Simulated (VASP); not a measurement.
Here is a VASP 6.6.1 calculation.

INCAR

```
SYSTEM = NaH
  ALGO = Normal
  EDIFF = 1E-6
  ENCUT = 520
  GGA = PE
  ISIF = 2
  ISMEAR = 0
  LASPH = .TRUE.
  LCHARG = .TRUE.
  LELF = .TRUE.
  LREAL = .FALSE.
  LVHAR = .TRUE.
  LWAVE = .FALSE.
  NBANDS = 11
  NELM = 100
  PREC = Accurate
  SIGMA = 0.01
```

KPOINTS

```
k-points
0
G
  6 6 6
  0 0 0
```

File POSCAR:

```
NaH
1.0
    0.0000000000      2.4158976377      2.4158976377
    2.4158976377      0.0000000000      2.4158976377
    2.4158976377      2.4158976377      0.0000000000
Na H
1 1
Direct
    0.0000000000      0.0000000000      0.0000000000
    0.5000000000      0.5000000000      0.5000000000
```

Potentials or basis: VASP PAW PBE potentials, release 64 (Na_pv, H).

Run with:

```console
$ cat potpaw_PBE.64/Na_pv/POTCAR potpaw_PBE.64/H/POTCAR > POTCAR
$ mpirun -np 1 vasp_std > vasp.out
```

Question: What does it give for the band gap on the k mesh?

Answer: 3.81 eV, indirect (least direct gap 4.62 eV).

Question: What does it give for the pressure?

Answer: 0.0 GPa.

A k mesh can miss the band edges. Expect the measured gap to be larger: semilocal functionals such as PBE lack the derivative discontinuity.
